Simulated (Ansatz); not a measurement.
Level of theory: Ansatz 0.2.0, DFT PBE, scalar-relativistic, plane waves, PAW. All cells share a 420 eV cutoff and Γ-centred k meshes spaced at most about 0.3 Å⁻¹ (about 0.25 or finer for metals, 2π included). No spin polarisation in the final relaxations.

Temperature and zero-point effects are left out. All come from trial cells, and lower structures may exist.

Problem. Order these relaxed structures of P by energy, lowest first, with the energy over the lowest of them.
A.

Space group R-3m:H (No. 166). a = 3.481 Å, b = 3.481 Å, c = 9.210 Å, α = 90.00°, β = 90.00°, γ = 120.00°
| atom | site | symmetry | x | y | z |
| --- | --- | --- | --- | --- | --- |
| P | 6c | 3m | 0.0000 | 0.0000 | 0.7707 |

B.

Space group Cmmm (No. 65). a = 2.506 Å, b = 4.803 Å, c = 2.456 Å, α = 90.00°, β = 90.00°, γ = 90.00°
```csv
atom,site,symmetry,x,y,z
P,2a,mmm,0.0000,0.0000,0.0000
```

C.

Space group Pm-3m (No. 221). a = 2.444 Å, b = 2.444 Å, c = 2.444 Å, α = 90.00°, β = 90.00°, γ = 90.00°
```csv
atom,site,symmetry,x,y,z
P,1b,m-3m,0.5000,0.5000,0.5000
```

D.

Space group P-6m2 (No. 187). a = 3.804 Å, b = 3.804 Å, c = 5.916 Å, α = 90.00°, β = 90.00°, γ = 120.00°
```
atom  site  symmetry       x       y       z
   P    2g       3m. 0.0000  0.0000  0.6871
   P    1f      -6m2  0.6667  0.3333  0.5000
```

Solution. A (0 meV/atom), C (46 meV/atom), B (389 meV/atom), D (593 meV/atom). Forms: A R-3m; C simple cubic type, Pm-3m; B Cmmm; D P-6m2. Counting all near atoms (those within 1.25 times the shortest such distance or 1.15 times the sum of covalent radii, 1.27 where that leaves under three; a plus sign parts nearer from farther groups; a slash parts the counts of unlike sites): A has P 3+3; C has P 6; B has P 8; D has P 1+3/6.

No dispersion correction is applied, so the spacing and binding between layers, chains or molecules are poorly described (R-3m, P-6m2), and this can change margins and order among such cells. Cells relaxed within their symmetry can be saddle points. The R-3m cell of P came from shaking the Pm-3m one. The part of the Crystallography Open Database at hand lists P in space groups No. 2, 13, 64, 123; no cell shown has one of them. Some candidate types were left out of the draw beforehand, so a known form may be missing.
